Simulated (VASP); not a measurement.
# The defect H_Cl in a supercell of LiCl (Fm-3m), part 9 of 9

Aim: the formation energy and local structure of the defect H_Cl in LiCl (Fm-3m). The start is a computed cell from the Materials Project.

VASP 6.6.1, plane waves and PAW; the level of theory is named at each step.

So far. Step 10 (The defect cell, charge -1, spin collinear): Levels at the Fermi energy are partly filled: the carrier is shared among close levels or spread over a band.

### Step 12. Going on with the relaxation (continued)

Level of this step: PBEsol, spin-polarised, with small moments to start from; plane waves and PAW (Li, Cl, H) (VASP).

OUTCAR, selected parts (step 12):

```text
NELECT = 209

 ion  position               nearest neighbor table
   1  1.000  0.000  0.000-  51 2.56  36 2.56  47 2.56  34 2.56  30 2.56  45 2.56
   2  1.000  0.000  0.331-  45 2.52  34 2.52  52 2.54  28 2.54  35 2.63  46 2.63
   3  1.000  0.000  0.669-  47 2.52  36 2.52  53 2.54  29 2.54  35 2.63  46 2.63
   4  0.000  0.330  1.000-  45 2.52  30 2.52  28 2.54  50 2.54  48 2.63  33 2.63
   5  0.003  0.332  0.333-  29 2.52  28 2.52  31 2.53  46 2.56  49 2.56  48 2.56
   6  1.000  0.330  0.670-  47 2.51  30 2.52  29 2.54  50 2.54  49 2.63  32 2.63
   7  0.000  0.670  1.000-  36 2.52  51 2.52  53 2.54  31 2.54  33 2.63  48 2.63
   8  1.000  0.670  0.330-  51 2.51  34 2.52  52 2.54  31 2.54  32 2.63  49 2.63
   9  0.997  0.668  0.668-  53 2.52  52 2.52  50 2.53  35 2.55  33 2.56  32 2.56
  10  0.331  1.000  0.000-  34 2.52  30 2.52  28 2.54  44 2.54  39 2.62  42 2.62
  11  0.332  0.003  0.332-  28 2.52  29 2.53  37 2.53  35 2.56  43 2.56  42 2.56
  12  0.330  1.000  0.669-  36 2.52  30 2.52  29 2.54  44 2.54  43 2.63  38 2.63
  13  0.332  0.332  0.003-  28 2.52  31 2.52  37 2.52  33 2.56  39 2.56  41 2.56
  14  0.332  0.332  0.332-  29 2.52  37 2.52  31 2.52  32 2.56  38 2.56  40 2.56
  15  0.323  0.322  0.676-  30 2.36  38 2.47  32 2.48  39 2.49  33 2.50
  16  0.330  0.670  1.000-  36 2.51  34 2.51  44 2.54  31 2.54  41 2.63  40 2.63
  17  0.322  0.676  0.324-  34 2.36  32 2.48  40 2.48  35 2.49  42 2.49
  18  0.325  0.677  0.677-  36 2.37  43 2.47  41 2.47  35 2.50  33 2.50
  19  0.670  1.000  0.000-  51 2.52  47 2.52  53 2.54  37 2.54  42 2.63  39 2.63
  20  0.670  1.000  0.330-  51 2.52  45 2.52  52 2.54  37 2.54  43 2.63  38 2.63
  21  0.668  0.997  0.668-  52 2.52  53 2.52  44 2.53  46 2.56  39 2.56  38 2.56
  22  0.670  0.330  0.000-  45 2.51  47 2.51  37 2.54  50 2.54  41 2.63  40 2.63
  23  0.674  0.327  0.324-  45 2.40  40 2.47  48 2.47  38 2.49  46 2.49
  24  0.673  0.324  0.676-  47 2.39  39 2.47  41 2.48  46 2.49  49 2.50
  25  0.668  0.668  0.996-  53 2.52  44 2.52  50 2.52  42 2.55  48 2.56  40 2.56
[...]
53  0.833  0.833  0.833-  25 2.52   9 2.52  21 2.52   7 2.54  19 2.54   3 2.54
  54  0.503  0.497  0.500-

 E-fermi :   0.7129

 spin component 1
 k-point     1 :       0.0000    0.0000    0.0000
  band No.  band energies     occupation
    ...
    101       0.2908      1.00000
    102       0.2913      1.00000
    103       0.4366      1.00000
    104       0.4368      1.00000
    105       0.4373      1.00000
    106       6.8539      0.00000
    107       7.3543      0.00000
    108       7.3548      0.00000
    109       7.3552      0.00000
    110       7.4334      0.00000
    ...

 k-point     2 :       0.5000    0.0000    0.0000
  band No.  band energies     occupation
    ...
    101       0.2275      1.00000
    102       0.3364      1.00000
    103       0.3369      1.00000
    104       0.3875      1.00000
    105       0.3884      1.00000
    106       6.9358      0.00000
    107       7.1343      0.00000
    108       7.5525      0.00000
    109       7.6017      0.00000
    110       7.6084      0.00000
    ...

  Total       -9.6173236     -9.6270872     -9.6277499      0.0391354      0.0343139      0.0279085
  in kB      -17.4256085    -17.4432991    -17.4444999      0.0709094      0.0621734      0.0505673
  external PRESSURE =     -17.4378025 kB  Pullay stress =       0.0000000 kB

 POSITION                                       TOTAL-FORCE (eV/Angst)
 -----------------------------------------------------------------------------------
      0.00369      7.61463      7.61452        -0.006675      0.004118      0.002880
      2.54277     10.15610      7.61819         0.005157      0.012049     -0.000786
      5.07864     12.69462      7.61818        -0.010169     -0.006134     -0.000851
     10.15575      7.61793      2.53955         0.009672      0.000942      0.010052
      5.07560      2.54491      2.54084        -0.007110      0.002047      0.006833
      7.61859     12.69424     10.15352        -0.001937     -0.005500      0.012436
     12.69424      7.61810      5.08121        -0.008263     -0.001455     -0.011601
      7.61820     10.15527     12.69385         0.000335      0.012261     -0.006485
     10.16047     12.69690     12.69529         0.005789     -0.010693     -0.007892
      7.61821      2.54186     10.15604         0.000040      0.003567      0.007197
      2.53932      5.07772      2.54057         0.009075     -0.007841      0.007191
     12.69433      7.61815     10.15774        -0.005516     -0.000937      0.007208
      2.54381      2.54087      5.07349         0.004724      0.009412     -0.005520
      5.07382      5.07422      5.07433        -0.005428     -0.007038     -0.007543
      7.61605      7.61551      4.82031         0.000159      0.000612      0.010799
      5.07993      2.53881      7.61799        -0.008086      0.007284     -0.000243
      7.61965      4.82161      7.61335         0.000263      0.011922      0.000296
     10.41298      7.62056      7.62066        -0.016589     -0.000987     -0.001003
      7.61869      5.08081     12.69461        -0.001618     -0.014276     -0.010604
     10.15590      7.61796     12.69777         0.011804      0.000305     -0.013038
     12.69273     10.15977     12.69499        -0.004203      0.006019     -0.008434
      2.53812      5.08150      7.61836         0.013084     -0.016201     -0.001242
      4.82246      7.61350      7.61853         0.027300      0.000523      0.000279
      7.62075     10.41357      7.61217         0.001066     -0.024784      0.000830
[...]
-----------------------------------------------------------------------------------
    total drift:                                0.000251     -0.002410     -0.002590

  FREE ENERGIE OF THE ION-ELECTRON SYSTEM (eV)
  ---------------------------------------------------
  free  energy   TOTEN  =      -205.5687857162 eV

  energy  without entropy=     -205.5687857162  energy(sigma->0) =     -205.56878572

 magnetization (x)
# of ion       s       p       d       tot
------------------------------------------
    1        0.000   0.000   0.000   0.000
    2        0.000   0.000   0.000   0.000
    3        0.000   0.000   0.000   0.000
    4        0.000   0.000   0.000   0.000
    5        0.000  -0.000   0.000  -0.000
    6        0.000   0.000   0.000   0.000
    7        0.000   0.000   0.000   0.000
    8        0.000   0.000   0.000   0.000
    9        0.000  -0.000   0.000  -0.000
   10        0.000   0.000   0.000   0.000
   11        0.000  -0.000   0.000  -0.000
   12        0.000   0.000   0.000   0.000
   13        0.000  -0.000   0.000  -0.000
   14        0.000  -0.000   0.000  -0.000
   15       -0.000   0.000   0.000  -0.000
   16        0.000   0.000   0.000   0.000
   17       -0.000   0.000   0.000  -0.000
   18       -0.000   0.000   0.000  -0.000
   19        0.000   0.000   0.000   0.000
   20        0.000   0.000   0.000   0.000
   21        0.000  -0.000   0.000  -0.000
   22        0.000   0.000   0.000   0.000
   23       -0.000   0.000   0.000  -0.000
[...]
--------------------------------------------------
tot          0.354   0.078   0.000   0.432

[... 6 parts as in an earlier step ...]

[... 13 further parts left out ...]
```

The steps of the relaxation:

```tsv
step	energy less that of the first step (eV)	largest force (eV/Å)
1	0.0000	0.2533
2	-0.0166	0.2260
3	-0.0575	0.2001
4	-0.0985	0.2020
5	-0.1000	0.2042
6	-0.1199	0.1459
7	-0.1401	0.0273
```

The atoms that moved most (Å):

```tsv
atom	dx	dy	dz	length
Li23	-0.139	0.008	-0.008	0.139
Li24	-0.004	0.131	0.011	0.132
Li26	0.020	-0.007	0.129	0.130
Li18	0.105	-0.011	-0.010	0.106
Li17	0.004	-0.099	0.008	0.100
Li15	0.011	0.000	-0.097	0.098
Cl30	0.001	-0.002	-0.071	0.071
Cl34	0.005	-0.069	-0.002	0.070
```

This step gave:

```
electronic cycles                                 : 78
electrons                                         : 209
free energy (TOTEN)                               : -205.5688 eV
Fermi energy                                      : 0.7129 eV
moment of the cell, from the last line of the log : 1 μB
```

Spin moment in the PAW sphere by element, in μB:

```tsv
element	atoms	mean	spread (r.m.s.)	least	largest
Li	27	0.000	0.000	0.000	0.000
Cl	26	0.003	0.003	0.000	0.007
H	1	0.352	0.000	0.352	0.352
```

The atoms nearest the centre:

```tsv
atom	distance (Å)	spin moment in the PAW sphere (μB)
H54	0.04	0.352
Li26	2.79	0.000
Li18	2.79	0.000
Li24	2.80	0.000
Li23	2.80	0.000
Li17	2.80	0.000
Li15	2.80	0.000
Cl46	3.52	0.007
Cl49	3.53	0.007
Cl33	3.53	0.006
Cl42	3.53	0.006
Cl43	3.53	0.006
Cl35	3.53	0.006
Cl38	3.53	0.007
```

The run ended after 7 ionic steps, 0.140 eV below its first step, once the forces on the free atoms met EDIFFG = -0.03.

The 6 first neighbours (Li) lie 2.54 Å from the site in the perfect crystal and 2.80 Å on average from the atom on it after the relaxation (+10.1 %).

### Step 13. One level near or in the gap, charge 1, spin collinear

The input, INCAR:

```
SYSTEM = Li27HCl26
PREC = Normal
ENCUT = 300
EDIFF = 1E-05
NELM = 120
ISMEAR = 0
SIGMA = 0.05
LREAL = Auto
ALGO = Fast
GGA = PS
NELECT = 209
ISPIN = 2
MAGMOM = 0 0 0 0 0 0 0 0 0 0 0 0 0 0 0 0 0 0 0 0 0 0 0.6 0.6 0 0.6 0 0 0 0 0 0 0 0 0 0 0 0 0 0 0 0 0 0 0 0 0 0 0 0 0 0 0 0.6
LWAVE = .FALSE.
LCHARG = .FALSE.
ISYM = 0
ISTART = 1
LPARD = .TRUE.
IBAND = 105
KPUSE = 1
LSEPB = .FALSE.
LSEPK = .FALSE.
NBANDS = 133
```

The input, POSCAR:

```
Li27HCl26
1.0
    0.0000000000      7.6181400852      7.6181400852
    7.6181400852      0.0000000000      7.6181400852
    7.6181400852      7.6181400852      0.0000000000
Li Cl H
27 26 1
Direct
    0.9992897154      0.0002355274      0.0002493386
    0.9996879715      0.0003192063      0.3334591708
    0.9998606191      0.0001440308      0.6665064453
    0.0001135838      0.3332424423      0.9998583620
    0.0006659316      0.3328591552      0.3333929531
    0.9995334441      0.3332750842      0.6667838386
    0.0003327615      0.6666554583      0.9996615013
    0.9996482729      0.6666183168      0.3333895215
    0.9997009780      0.6667546167      0.6669659080
    0.3333944201      0.9997444616      0.0002641253
    0.3333472170      0.0001422921      0.3331831819
    0.3335172420      0.9998455254      0.6664835581
    0.3327949764      0.3331804140      0.0007338678
    0.3330688593      0.3330161990      0.3330016903
    0.3163348420      0.3164057479      0.6833199704
    0.3332089252      0.6667707888      0.0000496786
    0.3160421363      0.6833286120      0.3168691842
    0.3168916733      0.6834394688      0.6834263983
    0.6666147684      0.9997514243      0.0003213372
    0.6668180099      0.9999622811      0.3331578198
    0.6669629575      0.9994528329      0.6666662776
    0.6669437957      0.3330854653      0.0000830094
    0.6832091880      0.3168418635      0.3161812364
    0.6829090026      0.3163070342      0.6840354533
    0.6667208112      0.6671533608      0.9990940814
    0.6837496342      0.6830680340      0.3163448645
    0.6670714568      0.6669147454      0.6667423962
    0.1661437340      0.1659222017      0.1664887425
    0.1661450204      0.1658644346      0.5014529734
    0.1630859832      0.1633236177      0.8366847500
    0.1659301277      0.5013539838      0.1662533302
    0.1720540580      0.4998719577      0.5000793398
    0.1727967589      0.4999003875      0.8272405083
    0.1629580745      0.8366841344      0.1637008643
    0.1724981259      0.8274072568      0.5001310338
    0.1634468826      0.8364983330      0.8363027705
    0.5014172854      0.1659180669      0.1662563788
    0.4997828214      0.1725773901      0.4999030093
    0.4995246385      0.1723164890      0.8277584771
    0.4995012309      0.5003263209      0.1724000971
    0.4998532125      0.5000442939      0.8278500558
    0.4998306194      0.8271740719      0.1726704025
    0.5003370440      0.8272968483      0.4998392769
    0.4986663050      0.8339605244      0.8335766182
    0.8359466453      0.1638472492      0.1638525039
    0.8269267186      0.1728709775      0.5000924429
    0.8359207713      0.1636075508      0.8364897822
    0.8277832951      0.4999361291      0.1720332732
    0.8272312051      0.4997079211      0.5002543899
    0.8338820765      0.4986572083      0.8336622654
    0.8361034334      0.8362541736      0.1637119386
    0.8339027585      0.8339040179      0.4984825521
    0.8339079167      0.8339548356      0.8336195369
    0.5030632634      0.4966127655      0.5005261066
```

The input, KPOINTS:

```
Automatic mesh
0
Gamma
2 2 2
0 0 0
```

Potentials, in the order of the species: Li, Cl and H (PBE family, release 64).

The WAVECAR or CHGCAR of an earlier step is read.

Command:

```
$ mpirun -np 4 vasp_std
```

What it wrote:

```text
[... 6 parts as in an earlier step ...]
```

The job ended after 12 s (4 MPI ranks of AMD EPYC 7R43, shared host).

OUTCAR, selected parts (step 13):

```text
NELECT = 209

 ion  position               nearest neighbor table
   1  0.999  0.000  0.000-  30 2.49  34 2.49  47 2.49  51 2.49  45 2.49  36 2.50
   2  1.000  0.000  0.333-  28 2.53  52 2.53  45 2.54  34 2.54  46 2.58  35 2.59
   3  1.000  0.000  0.667-  29 2.53  53 2.53  36 2.54  47 2.54  35 2.58  46 2.59
   4  0.000  0.333  1.000-  50 2.53  28 2.53  30 2.54  45 2.54  48 2.58  33 2.59
   5  0.001  0.333  0.333-  29 2.54  31 2.54  49 2.54  28 2.54  46 2.54  48 2.55
   6  1.000  0.333  0.667-  50 2.53  29 2.53  47 2.54  30 2.54  49 2.58  32 2.58
   7  0.000  0.667  1.000-  31 2.53  53 2.53  36 2.54  51 2.54  33 2.58  48 2.58
   8  1.000  0.667  0.333-  52 2.53  31 2.53  51 2.54  34 2.54  32 2.58  49 2.59
   9  1.000  0.667  0.667-  33 2.54  35 2.54  53 2.54  32 2.54  50 2.54  52 2.55
  10  0.333  1.000  0.000-  28 2.53  44 2.53  34 2.54  30 2.54  39 2.58  42 2.58
  11  0.333  0.000  0.333-  42 2.54  35 2.54  43 2.54  37 2.54  28 2.54  29 2.54
  12  0.334  1.000  0.666-  44 2.53  29 2.53  36 2.54  30 2.54  38 2.58  43 2.58
  13  0.333  0.333  0.001-  33 2.54  31 2.54  28 2.54  39 2.54  41 2.54  37 2.55
  14  0.333  0.333  0.333-  38 2.54  37 2.54  40 2.54  31 2.54  32 2.54  29 2.55
  15  0.316  0.316  0.683-  30 2.33  38 2.51  33 2.51  32 2.51  39 2.51
  16  0.333  0.667  0.000-  44 2.53  31 2.53  36 2.54  34 2.54  40 2.58  41 2.58
  17  0.316  0.683  0.317-  34 2.33  35 2.51  40 2.51  32 2.51  42 2.51
  18  0.317  0.683  0.683-  36 2.33  41 2.51  43 2.51  33 2.51  35 2.51
  19  0.667  1.000  0.000-  37 2.53  53 2.53  51 2.54  47 2.54  42 2.59  39 2.59
  20  0.667  1.000  0.333-  37 2.53  52 2.53  45 2.54  51 2.54  43 2.58  38 2.59
  21  0.667  0.999  0.667-  46 2.54  52 2.54  44 2.54  53 2.54  38 2.54  39 2.54
  22  0.667  0.333  0.000-  50 2.53  37 2.53  45 2.54  47 2.54  41 2.59  40 2.59
  23  0.683  0.317  0.316-  45 2.33  40 2.51  48 2.51  46 2.51  38 2.51
  24  0.683  0.316  0.684-  47 2.33  39 2.51  46 2.51  41 2.51  49 2.51
  25  0.667  0.667  0.999-  44 2.54  42 2.54  50 2.54  53 2.54  48 2.55  40 2.55
[...]
53  0.834  0.834  0.834-   3 2.53   7 2.53  19 2.53   9 2.54  21 2.54  25 2.54
  54  0.503  0.497  0.501-

[... 5 parts as in an earlier step ...]

[... 1 further part left out ...]
```

Partial charge density in the ac plane at fractional y = 0.500, through the centre, with atoms of Cl and H within 0.45 Å of it. It is the smooth field of the valence electrons, not physical close to the nuclei.

Values in Å⁻³, 13 rows by 16 columns, each cell a mean:
```
0.00 0.00 0.00 0.00 0.00 0.00 0.00 0.00 0.00 0.00 0.00 0.00 0.00 0.00 0.00 0.00
0.00 0.00 0.01 0.01 0.00 0.00 0.00 0.01 0.01 0.00 0.00 0.00 0.01 0.01 0.00 0.00
0.00 0.00 0.01 0.01 0.00 0.00 0.00 0.01 0.01 0.00 0.00 0.00 0.01 0.01 0.00 0.00
0.00 0.00 0.00 0.01 0.00 0.00 0.00 0.00 0.00 0.00 0.00 0.00 0.00 0.01 0.01 0.00
0.00 0.00 0.00 0.00 0.00 0.01 0.02 0.02 0.01 0.00 0.00 0.00 0.00 0.00 0.00 0.00
0.00 0.00 0.01 0.01 0.00 0.01 0.04 0.13 0.08 0.02 0.00 0.00 0.01 0.01 0.00 0.00
0.00 0.00 0.01 0.01 0.00 0.01 0.03 0.21 0.36 0.07 0.01 0.00 0.01 0.01 0.00 0.00
0.00 0.00 0.01 0.01 0.00 0.00 0.01 0.03 0.08 0.05 0.02 0.00 0.00 0.01 0.01 0.00
0.00 0.00 0.00 0.00 0.00 0.00 0.00 0.00 0.01 0.01 0.01 0.00 0.00 0.00 0.00 0.00
0.00 0.00 0.01 0.00 0.00 0.00 0.00 0.01 0.00 0.00 0.00 0.00 0.01 0.01 0.00 0.00
0.00 0.00 0.01 0.01 0.00 0.00 0.00 0.00 0.01 0.00 0.00 0.00 0.01 0.01 0.00 0.00
0.00 0.00 0.01 0.01 0.00 0.00 0.00 0.00 0.01 0.00 0.00 0.00 0.00 0.01 0.01 0.00
0.00 0.00 0.00 0.00 0.00 0.00 0.00 0.00 0.00 0.00 0.00 0.00 0.00 0.00 0.00 0.00
```
Columns run along a (10.8 Å), rows up along c (10.8 Å). Atoms in or near the plane, at fractional coordinates: Cl at (0.17, 0.17), Cl at (0.17, 0.50), Cl at (0.17, 0.83), Cl at (0.50, 0.17), Cl at (0.50, 0.83), Cl at (0.83, 0.17), Cl at (0.83, 0.50), Cl at (0.83, 0.83), H at (0.50, 0.50).

### Step 14. Putting the energies together

This step: point defect, PBEsol; plane waves and PAW (VASP 6.6.1).

Derived from the runs above.

Numbers from this step:

| Property | Result |
| --- | --- |
| formation energy of the neutral defect | 3.423 eV |
| gap of the perfect supercell, on its mesh | 6.303 eV |
| dielectric constant in the correction | 11.60 |
| host formation enthalpy | -1.878 eV/atom |

Formation energies (Cl from its element, H from its element), with the Fermi level at the valence top and at the conduction bottom (gap 6.30 eV):

```tsv
charge	at valence top (eV)	at conduction bottom (eV)	correction included (eV)
0	3.42	3.42	0.00
−1	9.69	3.39	0.13
+1	2.44	8.74	0.13
```

```csv
Fermi level (eV),lowest formation energy (eV)
0.00,2.44
0.57,3.01
1.14,3.42
1.72,3.42
2.29,3.42
2.86,3.42
3.44,3.42
4.01,3.42
4.59,3.42
5.16,3.42
5.73,3.42
6.30,3.39
```

Levels and occupations at the first k-point; a full level shows 1, which is two electrons in a run without spin and one in a spin channel. The single-particle levels (eV, zero at the valence-band top of the host):

```tsv
	conduction bottom	valence top
q = 0	6.30	0.00
q = -1	6.30	0.00
q = +1	6.30	0.00
```

```tsv
	spin	occupation	energy (eV)
q = 0		1	0.72
q = +1	down	0	2.13
```

The formation energy is the energy of the relaxed defect cell less that of the perfect cell, with each removed atom booked to its reference and each added atom taken from it. For charge q, q times the Fermi level (the perfect cell's valence-band top plus E_F) and an image-charge term are added.

References, in eV an atom: Cl -1.909 (Cl2 molecule), H -3.238 (H2 molecule) and Li -1.961 (crystal Im-3m). They were run at the supercell's cutoff and functional, without U, and count both elements from their own phases.

By charge state:

```tsv
charge	formation energy, Fermi level at the valence-band top (eV)	of which image charge (eV)	shift of the far core potentials (eV)	moment (μB)	largest move from the displaced start (Å)
-1	9.692	0.130	-0.202	0.90	0.33
0	3.423	0.000	-0.181	no spin	0.17
+1	2.438	0.130	-0.108	1.00	0.30
```

The image-charge term is the point-charge Madelung energy over a dielectric constant of 11.60 (electrons and ions), scaled by 1 − (1 − 1/ε)/3. The potential shift aligns the single-particle levels and is not added to the energies; levels within 0.4 eV of an edge, or in cells whose shift exceeds 0.2 eV, are left out, since at this cell size they may be band states; some may be the defect's own. The shift reaches 0.20 eV here; since it is left out, levels between charges can be wrong by as much, and with them the order of the charges.

Levels between neighbouring charges run, above the valence-band top: (0/-1) at 6.27 eV and (+1/0) at 0.98 eV. The gap of the perfect cell on its mesh is 6.30 eV; a level outside it means that one of its two charges is never the lower one for a Fermi level in the gap.

### Step 15. Results

```
formation energy at charge -1             : 9.692 eV
formation energy at charge 0              : 3.423 eV
formation energy at charge +1             : 2.438 eV
gap of the perfect supercell, on its mesh : 6.30 eV
host formation enthalpy                   : -1.88 eV/atom
```

The defect H_Cl costs 9.69 eV at charge -1, 3.42 eV at charge 0 and 2.44 eV at charge +1 with the Fermi level at the valence-band top, with every exchanged atom at the energy of its element. At charge 0: The 6 first neighbours (Li) lie 2.54 Å from the site in the perfect crystal and 2.39 Å on average from the atom on it after the relaxation (-5.8 %). At charge -1: The 6 first neighbours (Li) lie 2.54 Å from the site in the perfect crystal and 2.24 Å on average from the atom on it after the relaxation (-11.9 %). At charge +1: The 6 first neighbours (Li) lie 2.54 Å from the site in the perfect crystal and 2.80 Å on average from the atom on it after the relaxation (+10.1 %). With the Fermi level at the valence-band top the lowest of the charge states run is +1, and at the conduction-band bottom -1. Semilocal functionals make the gap too small, so transition levels near the band edges are uncertain. The supercell of 54 atoms is small, so interactions between images remain.

[Lines on the potential files, build, host, timing and source positions are cut from VASP's logs without a mark.]

[Logs are printed without paths, hosts, clocks, repeated set-up lines and the standing remarks that a program may print on its own settings, such as how far it seeks lower states.]

[Hosts, paths, dates, database ids (printed as entryN), source tags and the programs' standing remarks are cut or masked in the printed files.]

[In band tables of VASP the shares of atoms and orbitals are scaled to a sum of 1 inside the atoms' spheres.]

[Runs that stopped without an error message from VASP are left out.]
